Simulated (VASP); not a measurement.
# DyScO3 (Pnma) in VASP: dielectric tensor with PBEsol

Aim: the dielectric tensor of DyScO3 with PBEsol.

All numbers are computed with VASP 6.6.1; they aren't measurements. Logs are shortened: lines on timing, memory, paths and dates and some standing lists are left out, and cuts for length are marked.

## 1. The structure

Symmetry: Pnma, No. 62, orthorhombic system. Conventional cell: a = 5.690 Å, b = 7.864 Å, c = 5.385 Å, α = 90.00°, β = 90.00°, γ = 90.00°. Around Dy (site symmetry m) lie 6 O at 2.21 to 2.52 Å. Sc (site symmetry -1) has 6 O at 2.07 to 2.11 Å as nearest neighbours. O (site symmetry 1) has 2 Sc at 2.07 to 2.09 Å and 1 Dy at 2.24 Å as nearest neighbours. Around O (site symmetry m) lie 2 Sc at 2.11 Å and 2 Dy at 2.21 to 2.31 Å.

The cell was built by a generator and needn't be a form met in nature.

## 2. Dielectric tensor, PBEsol

INCAR reads:

```
SYSTEM = DyScO3
PREC = Accurate
ENCUT = 520
EDIFF = 1E-8
ISMEAR = 0
SIGMA = 0.05
LREAL = .False.
LASPH = .True.
NELM = 100
ALGO = Normal
ISIF = 2
LWAVE = .False.
LCHARG = .False.
GGA = PS
LEPSILON = .True.
```

KPOINTS reads:

```
Automatic mesh
0
Gamma
  3 2 3
  0 0 0
```

POSCAR reads:

```
DyScO3
1.0
    5.6899680000      0.0000000000      0.0000000000
    0.0000000000      7.8638720000      0.0000000000
    0.0000000000      0.0000000000      5.3852240000
Dy Sc O
4 4 12
Direct
    0.9354470000      0.2500000000      0.0207660000
    0.0645530000      0.7500000000      0.9792340000
    0.5645530000      0.7500000000      0.5207660000
    0.4354470000      0.2500000000      0.4792340000
    0.5000000000      0.0000000000      1.0000000000
    0.5000000000      0.5000000000      1.0000000000
    0.0000000000      0.0000000000      0.5000000000
    0.0000000000      0.5000000000      0.5000000000
    0.3065150000      0.9315520000      0.6904290000
    0.6934850000      0.4315520000      0.3095710000
    0.1934850000      0.0684480000      0.1904290000
    0.8065150000      0.5684480000      0.8095710000
    0.6934850000      0.0684480000      0.3095710000
    0.3065150000      0.5684480000      0.6904290000
    0.8065150000      0.9315520000      0.8095710000
    0.1934850000      0.4315520000      0.1904290000
    0.5563980000      0.2500000000      0.8689340000
    0.4436020000      0.7500000000      0.1310660000
    0.9436020000      0.7500000000      0.3689340000
    0.0563980000      0.2500000000      0.6310660000
```

Potentials or basis: VASP PAW PBE potentials, release 64 (Dy_3, Sc_sv, O), 4f in core.

Command:

```sh
$ cat potpaw_PBE.64/Dy_3/POTCAR potpaw_PBE.64/Sc_sv/POTCAR potpaw_PBE.64/O/POTCAR > POTCAR
$ mpirun -np 1 vasp_std > vasp.out
```

OUTCAR:

```text
SYSTEM = DyScO3
   PREC = Accurate
   ENCUT = 520
   EDIFF = 1E-8
   ISMEAR = 0
   LREAL = .False.
   LASPH = .True.
   NELM = 100
   ISIF = 2
   GGA = PS
   LEPSILON = .True.

 ion  position               nearest neighbor table
   1  0.935  0.250  0.021-  20 2.21  16 2.24  11 2.24  17 2.31  13 2.52  10 2.52  15 2.85  12 2.85
                             5 3.16   6 3.16   7 3.27   8 3.27   7 3.44   8 3.44   4 3.77   4 3.77
   2  0.065  0.750  0.979-  19 2.21  15 2.24  12 2.24  18 2.31  14 2.52   9 2.52  11 2.85  16 2.85
                             5 3.16   6 3.16   7 3.27   8 3.27   7 3.44   8 3.44   3 3.77   3 3.77
   3  0.565  0.750  0.521-  18 2.21  14 2.24   9 2.24  19 2.31  12 2.52  15 2.52  10 2.85  13 2.85
                             7 3.16   8 3.16   5 3.27   6 3.27   5 3.44   6 3.44   2 3.77   2 3.77
   4  0.435  0.250  0.479-  17 2.21  13 2.24  10 2.24  20 2.31  11 2.52  16 2.52  14 2.85   9 2.85
                             7 3.16   8 3.16   5 3.27   6 3.27   5 3.44   6 3.44   1 3.77   1 3.77
   5  0.500  0.000  0.000-   9 2.07  13 2.07  11 2.09  15 2.09  17 2.11  18 2.11   1 3.16   2 3.16
                             3 3.27   4 3.27   3 3.44   4 3.44
   6  0.500  0.500  0.000-  10 2.07  14 2.07  12 2.09  16 2.09  17 2.11  18 2.11   1 3.16   2 3.16
                             3 3.27   4 3.27   3 3.44   4 3.44
   7  0.000  0.000  0.500-  11 2.07  15 2.07  13 2.09   9 2.09  19 2.11  20 2.11   3 3.16   4 3.16
                             1 3.27   2 3.27   1 3.44   2 3.44
   8  0.000  0.500  0.500-  12 2.07  16 2.07  14 2.09  10 2.09  19 2.11  20 2.11   3 3.16   4 3.16
                             1 3.27   2 3.27   1 3.44   2 3.44
   9  0.307  0.932  0.690-   5 2.07   7 2.09   3 2.24   2 2.52   4 2.85
  10  0.693  0.432  0.310-   6 2.07   8 2.09   4 2.24   1 2.52   3 2.85
  11  0.193  0.068  0.190-   7 2.07   5 2.09   1 2.24   4 2.52   2 2.85
  12  0.807  0.568  0.810-   8 2.07   6 2.09   2 2.24   3 2.52   1 2.85
  13  0.693  0.068  0.310-   5 2.07   7 2.09   4 2.24   1 2.52   3 2.85
  14  0.307  0.568  0.690-   6 2.07   8 2.09   3 2.24   2 2.52   4 2.85
  15  0.807  0.932  0.810-   7 2.07   5 2.09   2 2.24   3 2.52   1 2.85
  16  0.193  0.432  0.190-   8 2.07   6 2.09   1 2.24   4 2.52   2 2.85
  17  0.556  0.250  0.869-   5 2.11   6 2.11   4 2.21   1 2.31
  18  0.444  0.750  0.131-   5 2.11   6 2.11   3 2.21   2 2.31
  19  0.944  0.750  0.369-   7 2.11   8 2.11   2 2.21   3 2.31
  20  0.056  0.250  0.631-   7 2.11   8 2.11   1 2.21   4 2.31

  LATTYP: Found a simple orthorhombic cell.
 ALAT       =     5.3852240000
 B/A-ratio  =     1.0565889181
 C/A-ratio  =     1.4602683194

  Lattice vectors:

 A1 = (   0.0000000000,   0.0000000000,   5.3852240000)
 A2 = (   5.6899680000,   0.0000000000,   0.0000000000)
 A3 = (   0.0000000000,   7.8638720000,   0.0000000000)

Analysis of symmetry for initial positions (statically):
=====================================================================
 Subroutine PRICEL returns:
 Original cell was already a primitive cell.

 Routine SETGRP: Setting up the symmetry group for a
 simple orthorhombic supercell.

 Subroutine GETGRP returns: Found  8 space group operations
 (whereof  2 operations were pure point group operations)
 out of a pool of  8 trial point group operations.

The static configuration has the point symmetry S_2 .
 The point group associated with its full space group is D_2h.

Analysis of symmetry for dynamics (positions and initial velocities):
=====================================================================
 Subroutine PRICEL returns:
 Original cell was already a primitive cell.

 Routine SETGRP: Setting up the symmetry group for a
 simple orthorhombic supercell.

 Subroutine GETGRP returns: Found  8 space group operations
 (whereof  2 operations were pure point group operations)
 out of a pool of  8 trial point group operations.

The dynamic configuration has the point symmetry S_2 .
 The point group associated with its full space group is D_2h.

 Subroutine INISYM returns: Found  8 space group operations
 (whereof  2 operations are pure point group operations),
 and found     1 'primitive' translations

----------------------------------------------------------------------------------------

                                     Primitive cell

  volume of cell :     240.9628

  direct lattice vectors                    reciprocal lattice vectors
     5.689968000  0.000000000  0.000000000     0.175747913  0.000000000  0.000000000
     0.000000000  7.863872000  0.000000000     0.000000000  0.127163820  0.000000000
     0.000000000  0.000000000  5.385224000     0.000000000  0.000000000  0.185693297

  length of vectors
     5.689968000  7.863872000  5.385224000     0.175747913  0.127163820  0.185693297

  position of ions in fractional coordinates (direct lattice)
     0.935447000  0.250000000  0.020766000
     0.064553000  0.750000000  0.979234000
     0.564553000  0.750000000  0.520766000
     0.435447000  0.250000000  0.479234000
     0.500000000  0.000000000  0.000000000
     0.500000000  0.500000000  0.000000000
[... 12 lines left out ...]
     0.943602000  0.750000000  0.368934000
[... 123 lines left out ...]

 val. band max:        2.6249693778   @ k =   0.0000   0.0000   0.0000
 cond. band min:       7.1223116646   @ k =   0.0000   0.0000   0.0000
 fundamental gap:      4.4973422868
 Fermi energy:         2.8474788393

 k-point     1 :       0.0000    0.0000    0.0000
  band No.  band energies     occupation
      1     -43.8907      2.00000
      2     -43.8873      2.00000
      3     -43.8826      2.00000
      4     -43.8789      2.00000
      5     -22.9365      2.00000
      6     -22.9170      2.00000
[... 717 lines left out ...]
     87       8.5067      0.00000
     88       8.5067      0.00000
 [bands above 88 left out]

  FORCE on cell =-STRESS in cart. coord.  units (eV):
  Direction    XX          YY          ZZ          XY          YZ          ZX
  --------------------------------------------------------------------------------------
  -------------------------------------------------------------------------------------
  Total        0.2999014      0.3537050      0.3570301      0.0000000      0.0000000     -0.0000000
  in kB        1.9940638      2.3518072      2.3739162      0.0000000      0.0000000     -0.0000000
  external PRESSURE =       2.2399290 kB  Pullay stress =       0.0000000 kB

 VOLUME and BASIS-vectors are now :
 -----------------------------------------------------------------------------
  energy-cutoff  :      520.00
  volume of cell :      240.96
      direct lattice vectors                 reciprocal lattice vectors
     5.689968000  0.000000000  0.000000000     0.175747913  0.000000000  0.000000000
     0.000000000  7.863872000  0.000000000     0.000000000  0.127163820  0.000000000
     0.000000000  0.000000000  5.385224000     0.000000000  0.000000000  0.185693297

 POSITION                                       TOTAL-FORCE (eV/Angst)
 -----------------------------------------------------------------------------------
      5.32266      1.96597      0.11183         0.006528     -0.000000      0.005029
      0.36730      5.89790      5.27339        -0.006528     -0.000000     -0.005029
      3.21229      5.89790      2.80444        -0.006528     -0.000000      0.005029
      2.47768      1.96597      2.58078         0.006528     -0.000000     -0.005029
      2.84498      0.00000      0.00000         0.000000     -0.000000      0.000000
      2.84498      3.93194      0.00000         0.000000     -0.000000      0.000000
[... 12 lines left out ...]
      5.36907      5.89790      1.98679        -0.008194     -0.000000      0.004407
      0.32090      1.96597      3.39843         0.008194     -0.000000     -0.004407
 -----------------------------------------------------------------------------------
    total drift:                                0.000000     -0.000000      0.000000

  FREE ENERGIE OF THE ION-ELECTRON SYSTEM (eV)
  ---------------------------------------------------
  free  energy   TOTEN  =      -181.4745785584 eV

  energy  without entropy=     -181.4745785583  energy(sigma->0) =     -181.47457856

 HEAD OF MICROSCOPIC STATIC DIELECTRIC TENSOR (INDEPENDENT PARTICLE, excluding Hartree and local field effects)
 ------------------------------------------------------
           5.046325     0.000000     0.000000
           0.000000     4.802505     0.000000
           0.000000     0.000000     5.066511
 ------------------------------------------------------

 Free energy of the ion-electron system (eV)
  ---------------------------------------------------
  ---------------------------------------------------
  free energy    TOTEN  =        -2.73454761 eV

  energy without entropy =       -2.73454761

------------------------ aborting loop because EDIFF is reached ----------------------------------------

--------------------------------------- Ionic step        2  -------------------------------------------

------------------------ aborting loop because EDIFF is reached ----------------------------------------

--------------------------------------- Ionic step        3  -------------------------------------------

 Free energy of the ion-electron system (eV)
  ---------------------------------------------------
  ---------------------------------------------------
  free energy    TOTEN  =        -2.73683339 eV

  energy without entropy =       -2.73683339

------------------------ aborting loop because EDIFF is reached ----------------------------------------

 PIEZOELECTRIC TENSOR FIELD DIRECTION 3  (e Angst)
 -----------------------------------------------------------------------------
    -0.00201  0.00000  0.00000           (  0.00007  0.00000  0.00000)
     0.00000 -0.00028  0.00000           (  0.00000  0.00002  0.00000)
     0.00000  0.00000 -0.00119           (  0.00000  0.00000  0.00006)

 PIEZOELECTRIC TENSOR FIELD DIRECTION 3  (C/m^2)
 -----------------------------------------------------------------------------
    -0.00013  0.00000  0.00000
     0.00000 -0.00002  0.00000
     0.00000  0.00000 -0.00008

 MACROSCOPIC STATIC DIELECTRIC TENSOR (including local field effects in DFT)
 ------------------------------------------------------
           4.889289     0.000000     0.000000
           0.000000     4.640047     0.000000
          -0.000000     0.000000     4.886801
 ------------------------------------------------------

 PIEZOELECTRIC TENSOR (including local field effects)  for field in x, y, z        (e  Angst)
          XX          YY          ZZ          XY          YZ          ZX
  --------------------------------------------------------------------------------
  x     0.00000     0.00000     0.00000     0.00000     0.00000     0.00000
  y     0.00000     0.00000     0.00000     0.00000     0.00000     0.00000
  z     0.00000     0.00000     0.00000     0.00000     0.00000     0.00000

 PIEZOELECTRIC TENSOR (including local field effects)  for field in x, y, z        (C/m^2)
          XX          YY          ZZ          XY          YZ          ZX
  --------------------------------------------------------------------------------
  x     0.00000     0.00000     0.00000     0.00000     0.00000     0.00000
  y     0.00000     0.00000     0.00000     0.00000     0.00000     0.00000
  z     0.00000     0.00000     0.00000     0.00000     0.00000     0.00000

 BORN EFFECTIVE CHARGES (including local field effects) (in |e|, cummulative output)
 ---------------------------------------------------------------------------------
 ion    1
    1     4.00406     0.00000     0.12512
    2     0.00000     3.43293     0.00000
    3     0.23795     0.00000     4.02027
 ion    2
    1     4.00406     0.00000     0.12512
    2     0.00000     3.43293     0.00000
    3     0.23795     0.00000     4.02027
 ion    3
    1     4.00406     0.00000    -0.12512
    2     0.00000     3.43293     0.00000
    3    -0.23795     0.00000     4.02027
 ion    4
    1     4.00406     0.00000    -0.12512
    2     0.00000     3.43293     0.00000
    3    -0.23795     0.00000     4.02027
 ion    5
[... 48 lines left out ...]
    1    -2.20050     0.00000    -0.47857
    2     0.00000    -3.03258     0.00000
    3    -0.42494     0.00000    -2.67965
 ion   18
    1    -2.20050     0.00000    -0.47857
    2     0.00000    -3.03258     0.00000
    3    -0.42494     0.00000    -2.67965
 ion   19
    1    -2.20050     0.00000     0.47857
    2     0.00000    -3.03258     0.00000
    3     0.42494     0.00000    -2.67965
 ion   20
    1    -2.20050     0.00000     0.47857
    2     0.00000    -3.03258     0.00000
    3     0.42494     0.00000    -2.67965
```

Run time: 62 min. Hardware: 1 thread of AMD EPYC 7R43 (Zen 3), shared host; peak memory 0.65 GiB.

What came out:

```
Band gap on the k mesh                  : 4.50 eV, direct
Electronic dielectric tensor (diagonal) : 4.89, 4.64, 4.89
Born charges (mean of the diagonal)     : Dy +3.82; Sc +4.05; O -2.62, -2.64 e
```

Levels at points of the mesh, in eV from the valence-band top:
```csv
k point,band 72,band 73,band 74,band 75,band 76,band 77,band 78,band 79,band 80,band 81
"(0.00, 0.00, 0.00)",-0.47,-0.32,-0.20,-0.12,0.00,4.50,4.59,4.63,4.85,5.10
"(0.00, 0.50, 0.00)",-0.48,-0.29,-0.29,-0.28,-0.28,4.73,4.73,4.83,4.83,5.00
```

Electronic dielectric tensor:
```
4.89 0.00 0.00
0.00 4.64 0.00
0.00 0.00 4.89
```

Born effective charge tensors (e):
atom 1, Dy
```
4.00 0.00 0.13
0.00 3.43 0.00
0.24 0.00 4.02
```
atom 2, Dy
```
4.00 0.00 0.13
0.00 3.43 0.00
0.24 0.00 4.02
```
atom 3, Dy
```
 4.00  0.00 -0.13
 0.00  3.43  0.00
-0.24  0.00  4.02
```
atom 4, Dy
```
 4.00  0.00 -0.13
 0.00  3.43  0.00
-0.24  0.00  4.02
```
atom 5, Sc
```
 4.15  0.11 -0.09
 0.15  3.94  0.05
-0.20  0.25  4.06
```
atom 6, Sc
```
 4.15 -0.11 -0.09
-0.15  3.94 -0.05
-0.20 -0.25  4.06
```
atom 7, Sc
```
 4.15  0.11  0.09
 0.15  3.94 -0.05
 0.20 -0.25  4.06
```
atom 8, Sc
```
 4.15 -0.11  0.09
-0.15  3.94  0.05
 0.20  0.25  4.06
```
atom 9, O
```
-2.98  0.22 -0.43
 0.24 -2.17 -0.04
-0.40  0.01 -2.70
```
atom 10, O
```
-2.98 -0.22 -0.43
-0.24 -2.17  0.04
-0.40 -0.01 -2.70
```
atom 11, O
```
-2.98  0.22  0.43
 0.24 -2.17  0.04
 0.40 -0.01 -2.70
```
atom 12, O
```
-2.98 -0.22  0.43
-0.24 -2.17 -0.04
 0.40  0.01 -2.70
```
atom 13, O
```
-2.98  0.22 -0.43
 0.24 -2.17 -0.04
-0.40  0.01 -2.70
```
atom 14, O
```
-2.98 -0.22 -0.43
-0.24 -2.17  0.04
-0.40 -0.01 -2.70
```
atom 15, O
```
-2.98  0.22  0.43
 0.24 -2.17  0.04
 0.40 -0.01 -2.70
```
atom 16, O
```
-2.98 -0.22  0.43
-0.24 -2.17 -0.04
 0.40  0.01 -2.70
```
atom 17, O
```
-2.20  0.00 -0.48
 0.00 -3.03  0.00
-0.42  0.00 -2.68
```
atom 18, O
```
-2.20  0.00 -0.48
 0.00 -3.03  0.00
-0.42  0.00 -2.68
```
atom 19, O
```
-2.20  0.00  0.48
 0.00 -3.03  0.00
 0.42  0.00 -2.68
```
atom 20, O
```
-2.20  0.00  0.48
 0.00 -3.03  0.00
 0.42  0.00 -2.68
```

Caveat: the PAW data sets were made with another functional, which shifts forces and pressure a little; spin-orbit coupling is left out, which moves the levels of the heavy elements; an odd mesh through Γ misses points on the zone boundary, where band edges often lie; the 4f electrons are frozen in the core as for a trivalent ion, so they carry no moment and show no levels.
